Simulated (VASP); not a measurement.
The system is TiO2 (Rutile).

```
Ti O
1.0
     4.59220    0.00000    0.00000
     0.00000    4.59220    0.00000
     0.00000    0.00000    2.95740
Ti O
2 4
Direct
  0.00000 0.00000 0.00000
  0.50000 0.50000 0.50000
  0.30496 0.30496 0.00000
  0.19504 0.80496 0.50000
  0.69504 0.69504 0.00000
  0.80496 0.19504 0.50000
```

Program: VASP 6.6.1. Alike in all runs: task single point; potentials or basis VASP PAW PBE potentials, release 64 (Ti_sv, O); no spin polarisation; cell as given; cutoff (eV) 520; smearing fermi-dirac 0.02 eV. Hardware: 4 MPI ranks on Intel(R) Xeon(R) Platinum 8488C (Sapphire Rapids), on a shared host.

Problem. Order these runs on this cell by their wall time, lowest first.
A. level r2SCAN; k mesh 5 × 5 × 8
B. level PBE; k mesh 5 × 5 × 8
C. level HSE06; k mesh 4 × 4 × 6; grid for exact exchange (PRECFOCK) Fast; screening parameter 0.2 1/A

Solution. B (12 s), A (43 s), C (1100 s).
